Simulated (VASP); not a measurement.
# PtS2 (P-3m1) in VASP: notebook

Runs on PtS2. Level: PBE. Tasks: G0W0 quasiparticle levels.

All numbers are computed with VASP 6.6.1; they aren't measurements. Logs are shortened: lines on timing, memory, paths and dates and some standing lists are left out, and cuts for length are marked.

## 1. The crystal as given

It takes space group P-3m1 (No. 164, trigonal). Conventional cell: a = 3.543 Å, b = 3.543 Å, c = 5.039 Å, α = 90.00°, β = 90.00°, γ = 120.00°. Pt (site symmetry -3m) is surrounded by 6 S at 2.34 Å. S (site symmetry 3m) has 3 Pt at 2.34 Å as nearest neighbours.

## 2. G0W0 quasiparticle levels, PBE

The input, POSCAR:

```
PtS2
1.0
    3.5432000000      0.0000000000      0.0000000000
   -1.7716000000      3.0685012107      0.0000000000
    0.0000000000      0.0000000000      5.0388000000
Pt S
1 2
Direct
    0.0000000000      0.0000000000      0.0000000000
    0.6666666667      0.3333333333      0.7730000000
    0.3333333333      0.6666666667      0.2270000000
```

The input, INCAR.step1:

```
ALGO = Normal
EDIFF = 1E-8
ENCUT = 450
GGA = PE
ISMEAR = 0
LASPH = T
LCHARG = F
LREAL = F
LWAVE = T
NELM = 80
PREC = Accurate
SIGMA = 0.01
```

The input, INCAR.step2:

```
ALGO = Exact
EDIFF = 1E-8
ENCUT = 450
GGA = PE
ISMEAR = 0
ISTART = 1
LASPH = T
LCHARG = F
LOPTICS = T
LREAL = F
LWAVE = T
NBANDS = 76
NELM = 1
PREC = Accurate
SIGMA = 0.01
```

The input, INCAR.step3:

```
ALGO = EVGW0
EDIFF = 1E-8
ENCUT = 450
ENCUTGW = 150
GGA = PE
ISMEAR = 0
ISTART = 1
LASPH = T
LCHARG = F
LREAL = F
LWAVE = F
NBANDS = 76
NBANDSGW = 19
NELMGW = 1
NOMEGA = 48
PREC = Accurate
PRECFOCK = Fast
SIGMA = 0.01
```

The input, KPOINTS:

```
k-points
0
Gamma
  3 3 2
```

Potentials or basis: VASP PAW PBE potentials, release 64 (Pt_GW, S_GW).

Command:

```bash
$ cat potpaw_PBE.64/Pt_GW/POTCAR potpaw_PBE.64/S_GW/POTCAR > POTCAR
$ cp INCAR.step1 INCAR
$ mpirun -np 1 vasp_std > vasp.out
$ cp INCAR.step2 INCAR
$ mpirun -np 1 vasp_std > vasp.out
$ cp INCAR.step3 INCAR
$ mpirun -np 1 vasp_std > vasp.out
```

OUTCAR:

```text
EDIFF = 1E-8
   ENCUT = 450
   ENCUTGW = 150
   GGA = PE
   ISMEAR = 0
   ISTART = 1
   LASPH = T
   LREAL = F
   NELMGW = 1
   PREC = Accurate
   PRECFOCK = Fast

 Found      6 irreducible k-points:

 Following reciprocal coordinates:
            Coordinates               Weight
  0.000000  0.000000  0.000000      1.000000
  0.333333 -0.000000  0.000000      6.000000
  0.333333  0.333333  0.000000      2.000000
  0.000000  0.000000  0.500000      1.000000
  0.333333 -0.000000  0.500000      6.000000
  0.333333  0.333333  0.500000      2.000000
   k-points           NKPTS =      6   k-points in BZ     NKDIM =     18   number of bands    NBANDS=     76
   number of dos      NEDOS =    301   number of ions     NIONS =      3
   total plane-waves  NPLWV =  28224
   dimension x,y,z NGX =    28 NGY =   28 NGZ =   36
   dimension x,y,z NGXF=    56 NGYF=   56 NGZF=   72
   ions per type =               1   2
   NGX,Y,Z   is equivalent  to a cutoff of  13.14, 13.14, 11.88 a.u.
   NGXF,Y,Z  is equivalent  to a cutoff of  26.28, 26.28, 23.76 a.u.
 SYSTEM =  unknown system
   PREC   = accura    normal or accurate (medium, high low for compatibility)
   ISTART =      1    job   : 0-new  1-cont  2-samecut
   ICHARG =      0    charge: 1-file 2-atom 10-const
   ISPIN  =      1    spin polarized calculation?
   LNONCOLLINEAR =      F non collinear calculations
   LSORBIT =      F    spin-orbit coupling
   LASPH  =      T    aspherical Exc in radial PAW
   ENCUT  =  450.0 eV  33.07 Ry    5.75 a.u.   6.13  6.13  8.72*2*pi/ulx,y,z
   NELM   =     60;   NELMIN=  2; NELMDL=  0     # of ELM steps
   EDIFF  = 0.1E-07   stopping-criterion for ELM
   LREAL  =      F    real-space projection
   EDIFFG = 0.1E-06   stopping-criterion for IOM
   NSW    =      0    number of steps for IOM
   IBRION =     -1    ionic relax: 0-MD 1-quasi-New 2-CG
   NFREE  =      0    steps in history (QN), initial steepest desc. (CG)
   ISIF   =      0    stress and relaxation
   ISYM   =      3    0-nonsym 1-usesym 2-fastsym
   POTIM  = 0.5000    time-step for ionic-motion
   TEBEG  =    0.0;   TEEND  =   0.0 temperature during run
   PSTRESS=    0.0 pullay stress
   NELECT =      22.0000    total number of electrons
   NUPDOWN=      -1.0000    fix difference up-down
   EMIN   =  10.00;   EMAX   =-10.00  energy-range for DOS
   EFERMI =   0.00;   METHOD = LEGACY
   ISMEAR =     0;   SIGMA  =   0.01  broadening in eV -4-tet -1-fermi 0-gaus
   EFERMI_NEDOS =   21; number of points for ismear=-14 and -15
   IALGO  =     38    algorithm
   IMIX   =      4    mixing-type and parameters
     AMIX     =   0.40;   BMIX     =  1.00
     AMIX_MAG =   1.60;   BMIX_MAG =  1.00
  volume/ion in A,a.u.               =      18.26       123.23
  Fermi-wavevector in a.u.,A,eV,Ry     =   1.207812  2.282434 19.848315  1.458810
  Thomas-Fermi vector in A             =   2.343439
   LORBIT       =      0    0 simple, 1 ext, 2 COOP (PROOUT), +10 PAW based schemes
   GGA     = PE    functional components
   LHFCALC =     T    Hartree Fock is set to
   PRECFOCK=fast      Normal, Fast or Accurate (Low or Medium for compatibility)
   ENCUT4O =  -1.0   cutoff for four orbital integrals eV
   NKREDX  =     1    reduce k-point grid by
   NKREDY  =     1    reduce k-point grid by
   NKREDZ  =     1    reduce k-point grid by
   AEXX    =    1.0000 exact exchange contribution
   HFSCREEN=    0.0000 screening length (either q_TF or 0.3 A-1)
   HFSCREENC=   0.0000 screening length for correlation (either q_TF or 0.3 A-1)
   ENCUTFOCK=  -1.0 apply spherical cutoff to Coloumb kernel
   IVDW    =     0    specifies the selected vdW correction
   LEPSILON=     F    determine dielectric tensor
   LRPA    =     F    only Hartree local field effects (RPA)
   LRPAFORCE           =     F    calculate RPA forces
   ENCUTGW             = 150.0    cutoff for response function in eV
   ENCUTGWSOFT         = 120.0    soft cutoff for Coulomb kernel in GW response function in eV
   ENCUTLF             =  -1.0    cutoff for local field effects
   NELMGW              =     1    number of iterations in solving QP/BSE equation
   NELMHF              =     1    number of iterations in the inner HF iteration
   NKREDLFX            =     1    NKREDLFY  =   1   NKREDLFZ  =   1
 non-spin polarized calculation
 Gauss-broadening in eV      SIGMA  =   0.01
  energy-cutoff  :      450.00
  volume of cell :       54.78
 maximum number of plane-waves:      1206
 NGX is ok and might be reduce to    28
  NGX = 14; NGY = 14; NGZ = 20
   NGX = 13   NGY = 13   NGZ = 17
 maximum number of plane-waves:       250
 NGX is ok and might be reduce to    14

 QP shifts <psi_nk| G(iteration)W_0 |psi_nk>: iteration 1
 for sc-GW calculations column KS-energies equals QP-energies in previous step
 and V_xc(KS)=  KS-energies - (<T + V_ion + V_H > + <T+V_H+V_ion>^1  + <V_x>^1)

 k-point   1 :       0.0000    0.0000    0.0000
  band No.  KS-energies  QP-energies   sigma(KS)   V_xc(KS)     V^pw_x(r,r')   Z            occupation Imag(sigma)

      1      -8.8583      -8.8306     -13.1231     -13.1655     -21.5013       0.6526       2.0000       1.5505
      2      -5.6146      -5.7714     -14.2483     -14.0187     -21.2108       0.6832       2.0000       0.9964
      3      -0.3200      -0.5265     -13.4396     -13.1494     -18.0534       0.7118       2.0000       0.6042
      4      -0.3200      -0.5265     -13.4396     -13.1494     -18.0534       0.7118       2.0000       0.6042
      5      -0.2003      -0.5399     -12.4669     -11.9905     -17.6611       0.7128       2.0000       0.7833
      6       2.7428       2.4736     -13.3046     -12.9259     -18.0349       0.7107       2.0000       0.3810
[... 11 lines left out ...]
     18      18.6470      19.4312     -10.6906     -11.6953      -5.1189       0.7805       0.0000      -0.4951
     19      19.2651      20.1077     -11.2585     -12.3676      -5.7558       0.7597       0.0000      -0.5011

 k-point   2 :       0.3333   -0.0000    0.0000
  band No.  KS-energies  QP-energies   sigma(KS)   V_xc(KS)     V^pw_x(r,r')   Z            occupation Imag(sigma)

      1      -7.5812      -7.6789     -13.6062     -13.4560     -21.3453       0.6504       2.0000       1.2406
      2      -6.2610      -6.3853     -14.1717     -13.9836     -21.4274       0.6603       2.0000       1.0399
      3      -0.0553      -0.3588     -12.9419     -12.5255     -17.7631       0.7289       2.0000       0.6222
      4       0.3857       0.1940     -13.5051     -13.2407     -17.8005       0.7249       2.0000       0.5480
      5       1.1780       0.9205     -13.1740     -12.8228     -17.2469       0.7332       2.0000       0.4943
      6       1.2905       0.9417     -12.7888     -12.3145     -17.2889       0.7354       2.0000       0.5317
[... 11 lines left out ...]
     18      16.1436      16.8061     -10.7731     -11.6411      -5.5200       0.7632       0.0000      -0.3350
     19      17.8730      18.4945     -10.5272     -11.3349      -5.0558       0.7695       0.0000      -0.4221
[... 50 lines left out ...]
      1      -7.3619      -7.4599     -13.7717     -13.6215     -21.3837       0.6522       2.0000       1.1536
      2      -6.5042      -6.6345     -13.9794     -13.7809     -21.3647       0.6565       2.0000       1.1113
      3      -0.3931      -0.7343     -12.7307     -12.2618     -17.6138       0.7276       2.0000       0.6825
      4       0.3379       0.1428     -13.4751     -13.2054     -17.8062       0.7235       2.0000       0.5576
      5       0.6665       0.3811     -13.0421     -12.6546     -17.2438       0.7365       2.0000       0.5610
      6       2.1208       1.8290     -13.1378     -12.7321     -17.8248       0.7191       2.0000       0.4404
[... 11 lines left out ...]
     18      17.0657      17.9358     -11.2133     -12.3498      -5.8193       0.7656       0.0000      -0.4368
     19      18.1413      18.7906     -10.7001     -11.5430      -5.2774       0.7703       0.0000      -0.4309

 k-point   6 :       0.3333    0.3333    0.5000
  band No.  KS-energies  QP-energies   sigma(KS)   V_xc(KS)     V^pw_x(r,r')   Z            occupation Imag(sigma)

      1      -6.5646      -6.6830     -14.0920     -13.9108     -21.4620       0.6534       2.0000       1.0593
      2      -6.5646      -6.6830     -14.0920     -13.9108     -21.4620       0.6534       2.0000       1.0593
      3       0.1604      -0.1968     -12.7461     -12.2549     -17.2951       0.7270       2.0000       0.5469
      4       0.1604      -0.1968     -12.7461     -12.2549     -17.2951       0.7270       2.0000       0.5469
      5       0.2052      -0.0508     -13.1363     -12.7892     -17.2706       0.7375       2.0000       0.5381
      6       2.3307       2.1567     -13.5060     -13.2671     -17.4454       0.7285       2.0000       0.4391
[... 11 lines left out ...]
     18      17.2992      17.8621     -10.4133     -11.1543      -5.1629       0.7597       0.0000      -0.3188
     19      17.2992      17.8621     -10.4133     -11.1543      -5.1629       0.7597       0.0000      -0.3188
```

OUTCAR.step1:

```text
EDIFF = 1E-8
   ENCUT = 450
   GGA = PE
   ISMEAR = 0
[... 219 lines left out ...]
      0.00000      0.00000      0.00000         0.000000      0.000000      0.000000
      1.77160      1.02283      3.89499        -0.000000      0.000000     -1.151666
     -0.00000      2.04567      1.14381        -0.000000      0.000000      1.151666
 -----------------------------------------------------------------------------------
    total drift:                                0.000000     -0.000000      0.000000

  FREE ENERGIE OF THE ION-ELECTRON SYSTEM (eV)
  ---------------------------------------------------
  free  energy   TOTEN  =       -15.3524392700 eV

  energy  without entropy=      -15.3524392700  energy(sigma->0) =      -15.35243927
```

OUTCAR.step2:

```text
EDIFF = 1E-8
   ENCUT = 450
   GGA = PE
   ISMEAR = 0
[... 601 lines left out ...]
  --------------------------------------------------------------------------------------------------------------
     0.00000    14.09335    14.09335     8.73702    -0.00000    -0.00000     0.00000
     0.85404    14.99965    14.99965     9.11416    -0.00000    -0.00000     0.00000
     1.70808    19.48210    19.48210    10.88746    -0.00000    -0.00000     0.00000
     2.56212     8.57254     8.57254     6.95354     0.00000    -0.00000    -0.00000
     3.41616    10.47261    10.47261    14.28717     0.00000    -0.00000     0.00000
     4.27019    -5.91622    -5.91622     1.74691    -0.00000     0.00000     0.00000
[... 92 lines left out ...]
    83.69582     0.90761     0.90761     0.90506     0.00000     0.00000    -0.00000
    84.54986     0.90970     0.90970     0.90723     0.00000     0.00000    -0.00000
```

It took 91 s on 1 thread of Intel Xeon Platinum 8488C (Sapphire Rapids), shared host; peak memory 0.37 GiB.

These settings aren't checked as converged: the numbers below hold their error.

What came out:

- Band gap on the k mesh, mean-field level: 1.18 eV, indirect (least direct gap 2.40 eV)
- Quasiparticle gap: 1.78 eV
- Least direct quasiparticle gap: 3.11 eV

Caveat: the k mesh is coarse (spacing up to 0.68 Å⁻¹), so the values aren't converged; bands, screening cutoff and mesh are small and nothing is extrapolated, so the quasiparticle values aren't converged; spin-orbit coupling is left out, which moves the levels of the heavy elements; an odd mesh through Γ misses points on the zone boundary, where band edges often lie.

## 3. G0W0 quasiparticle levels, PBE

POSCAR is that of step 2.

INCAR.step1 is that of step 2.

INCAR.step2 is that of step 2.

INCAR.step3: that of step 2 with these lines changed.

```diff
@@ -14,3 +14,3 @@
 NELMGW = 1
-NOMEGA = 48
+NOMEGA = 100
 PREC = Accurate
```

KPOINTS is that of step 2.

Potentials or basis: VASP PAW PBE potentials, release 64 (Pt_GW, S_GW).

Command:

```bash
$ cat potpaw_PBE.64/Pt_GW/POTCAR potpaw_PBE.64/S_GW/POTCAR > POTCAR
$ cp INCAR.step1 INCAR
$ mpirun -np 1 vasp_std > vasp.out
$ cp INCAR.step2 INCAR
$ mpirun -np 1 vasp_std > vasp.out
$ cp INCAR.step3 INCAR
$ mpirun -np 1 vasp_std > vasp.out
```

OUTCAR:

```text
EDIFF = 1E-8
   ENCUT = 450
   ENCUTGW = 150
   GGA = PE
   ISMEAR = 0
   ISTART = 1
   LASPH = T
   LREAL = F
   NELMGW = 1
   PREC = Accurate
   PRECFOCK = Fast

 Found      6 irreducible k-points:

 Following reciprocal coordinates:
            Coordinates               Weight
  0.000000  0.000000  0.000000      1.000000
  0.333333 -0.000000  0.000000      6.000000
  0.333333  0.333333  0.000000      2.000000
  0.000000  0.000000  0.500000      1.000000
  0.333333 -0.000000  0.500000      6.000000
  0.333333  0.333333  0.500000      2.000000
   k-points           NKPTS =      6   k-points in BZ     NKDIM =     18   number of bands    NBANDS=     76
   number of dos      NEDOS =    301   number of ions     NIONS =      3
   total plane-waves  NPLWV =  28224
   dimension x,y,z NGX =    28 NGY =   28 NGZ =   36
   dimension x,y,z NGXF=    56 NGYF=   56 NGZF=   72
   ions per type =               1   2
   NGX,Y,Z   is equivalent  to a cutoff of  13.14, 13.14, 11.88 a.u.
   NGXF,Y,Z  is equivalent  to a cutoff of  26.28, 26.28, 23.76 a.u.
 SYSTEM =  unknown system
   PREC   = accura    normal or accurate (medium, high low for compatibility)
   ISTART =      1    job   : 0-new  1-cont  2-samecut
   ICHARG =      0    charge: 1-file 2-atom 10-const
   ISPIN  =      1    spin polarized calculation?
   LNONCOLLINEAR =      F non collinear calculations
   LSORBIT =      F    spin-orbit coupling
   LASPH  =      T    aspherical Exc in radial PAW
   ENCUT  =  450.0 eV  33.07 Ry    5.75 a.u.   6.13  6.13  8.72*2*pi/ulx,y,z
   NELM   =     60;   NELMIN=  2; NELMDL=  0     # of ELM steps
   EDIFF  = 0.1E-07   stopping-criterion for ELM
   LREAL  =      F    real-space projection
   EDIFFG = 0.1E-06   stopping-criterion for IOM
   NSW    =      0    number of steps for IOM
   IBRION =     -1    ionic relax: 0-MD 1-quasi-New 2-CG
   NFREE  =      0    steps in history (QN), initial steepest desc. (CG)
   ISIF   =      0    stress and relaxation
   ISYM   =      3    0-nonsym 1-usesym 2-fastsym
   POTIM  = 0.5000    time-step for ionic-motion
   TEBEG  =    0.0;   TEEND  =   0.0 temperature during run
   PSTRESS=    0.0 pullay stress
   NELECT =      22.0000    total number of electrons
   NUPDOWN=      -1.0000    fix difference up-down
   EMIN   =  10.00;   EMAX   =-10.00  energy-range for DOS
   EFERMI =   0.00;   METHOD = LEGACY
   ISMEAR =     0;   SIGMA  =   0.01  broadening in eV -4-tet -1-fermi 0-gaus
   EFERMI_NEDOS =   21; number of points for ismear=-14 and -15
   IALGO  =     38    algorithm
   IMIX   =      4    mixing-type and parameters
     AMIX     =   0.40;   BMIX     =  1.00
     AMIX_MAG =   1.60;   BMIX_MAG =  1.00
  volume/ion in A,a.u.               =      18.26       123.23
  Fermi-wavevector in a.u.,A,eV,Ry     =   1.207812  2.282434 19.848315  1.458810
  Thomas-Fermi vector in A             =   2.343439
   LORBIT       =      0    0 simple, 1 ext, 2 COOP (PROOUT), +10 PAW based schemes
   GGA     = PE    functional components
   LHFCALC =     T    Hartree Fock is set to
   PRECFOCK=fast      Normal, Fast or Accurate (Low or Medium for compatibility)
   ENCUT4O =  -1.0   cutoff for four orbital integrals eV
   NKREDX  =     1    reduce k-point grid by
   NKREDY  =     1    reduce k-point grid by
   NKREDZ  =     1    reduce k-point grid by
   AEXX    =    1.0000 exact exchange contribution
   HFSCREEN=    0.0000 screening length (either q_TF or 0.3 A-1)
   HFSCREENC=   0.0000 screening length for correlation (either q_TF or 0.3 A-1)
   ENCUTFOCK=  -1.0 apply spherical cutoff to Coloumb kernel
   IVDW    =     0    specifies the selected vdW correction
   LEPSILON=     F    determine dielectric tensor
   LRPA    =     F    only Hartree local field effects (RPA)
   LRPAFORCE           =     F    calculate RPA forces
   ENCUTGW             = 150.0    cutoff for response function in eV
   ENCUTGWSOFT         = 120.0    soft cutoff for Coulomb kernel in GW response function in eV
   ENCUTLF             =  -1.0    cutoff for local field effects
   NELMGW              =     1    number of iterations in solving QP/BSE equation
   NELMHF              =     1    number of iterations in the inner HF iteration
   NKREDLFX            =     1    NKREDLFY  =   1   NKREDLFZ  =   1
 non-spin polarized calculation
 Gauss-broadening in eV      SIGMA  =   0.01
  energy-cutoff  :      450.00
  volume of cell :       54.78
 maximum number of plane-waves:      1206
 NGX is ok and might be reduce to    28
  NGX = 14; NGY = 14; NGZ = 20
   NGX = 13   NGY = 13   NGZ = 17
 maximum number of plane-waves:       250
 NGX is ok and might be reduce to    14

 QP shifts <psi_nk| G(iteration)W_0 |psi_nk>: iteration 1
 for sc-GW calculations column KS-energies equals QP-energies in previous step
 and V_xc(KS)=  KS-energies - (<T + V_ion + V_H > + <T+V_H+V_ion>^1  + <V_x>^1)

 k-point   1 :       0.0000    0.0000    0.0000
  band No.  KS-energies  QP-energies   sigma(KS)   V_xc(KS)     V^pw_x(r,r')   Z            occupation Imag(sigma)

      1      -8.8583      -8.6727     -12.8605     -13.1655     -21.5013       0.6087       2.0000       1.3029
      2      -5.6146      -5.7175     -14.1720     -14.0187     -21.2108       0.6712       2.0000       0.8319
      3      -0.3200      -0.4481     -13.3361     -13.1494     -18.0534       0.6865       2.0000       0.3704
      4      -0.3200      -0.4481     -13.3361     -13.1494     -18.0534       0.6865       2.0000       0.3704
      5      -0.2003      -0.4343     -12.3389     -11.9905     -17.6611       0.6713       2.0000       0.5922
      6       2.7428       2.5478     -13.2039     -12.9259     -18.0349       0.7012       2.0000       0.1451
[... 11 lines left out ...]
     18      18.6470      19.3896     -10.7359     -11.6953      -5.1189       0.7740       0.0000      -0.4321
     19      19.2651      20.0411     -11.3318     -12.3676      -5.7558       0.7492       0.0000      -0.4199
[... 96 lines left out ...]
      1      -6.5646      -6.6252     -14.0051     -13.9108     -21.4620       0.6432       2.0000       0.8441
      2      -6.5646      -6.6252     -14.0051     -13.9108     -21.4620       0.6432       2.0000       0.8441
      3       0.1604      -0.1258     -12.6542     -12.2549     -17.2951       0.7164       2.0000       0.3856
      4       0.1604      -0.1258     -12.6542     -12.2549     -17.2951       0.7164       2.0000       0.3856
      5       0.2052       0.0264     -13.0373     -12.7892     -17.2706       0.7205       2.0000       0.4062
      6       2.3307       2.2442     -13.3862     -13.2671     -17.4454       0.7264       2.0000       0.2628
[... 11 lines left out ...]
     18      17.2992      17.8179     -10.4643     -11.1543      -5.1629       0.7518       0.0000      -0.2353
     19      17.2992      17.8179     -10.4643     -11.1543      -5.1629       0.7518       0.0000      -0.2353
```

Wall time 1.8 min (1 thread of Intel Xeon Platinum 8488C (Sapphire Rapids), shared host); peak memory 0.37 GiB.

The run converged, but some of its settings lie outside the range that counts as converged, so its numbers aren't taken as properties of the crystal.

What came out:

```
Band gap on the k mesh, mean-field level : 1.18 eV, indirect (least direct gap 2.40 eV)
Quasiparticle gap                        : 1.78 eV
Least direct quasiparticle gap           : 3.09 eV
```

Caveat: the k mesh is coarse (spacing up to 0.68 Å⁻¹), so the values aren't converged; bands, screening cutoff and mesh are small and nothing is extrapolated, so the quasiparticle values aren't converged; spin-orbit coupling is left out, which moves the levels of the heavy elements; an odd mesh through Γ misses points on the zone boundary, where band edges often lie.

(Part 1 of 3 ends here.)
